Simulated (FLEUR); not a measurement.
The system is CdSe (Cadmoselite).

```xyz
4
Lattice="4.3000 0.0000 0.0000 -2.1500 3.7239 0.0000 0.0000 0.0000 7.0200" Properties=species:S:1:pos:R:3 pbc="T T T"
Cd    2.1500    1.2413    3.5100
Cd    0.0000    2.4826    0.0000
Se    2.1500    1.2413    6.2127
Se    0.0000    2.4826    2.7027
```

Base run:

| Property | Result |
| --- | --- |
| Program | FLEUR MaX-R8.1 (later development tree) |
| Functional | PBEsol |
| Potentials or basis | all-electron |
| Basis | FLAPW |
| Kmax | 4.67 1/bohr |
| k mesh | 7 × 7 × 4 |
| Occupations | fermi-dirac, width 0.05 eV |
| Spin | no spin polarisation |

Its results: band gap on the k mesh 0.58 eV, direct.

Question: The run is repeated on the same cell with these changes: functional from PBEsol to PW91. What comes out?

Answer: Band gap on the k mesh 0.66 eV, direct.

Not every run made on this cell is shown here.
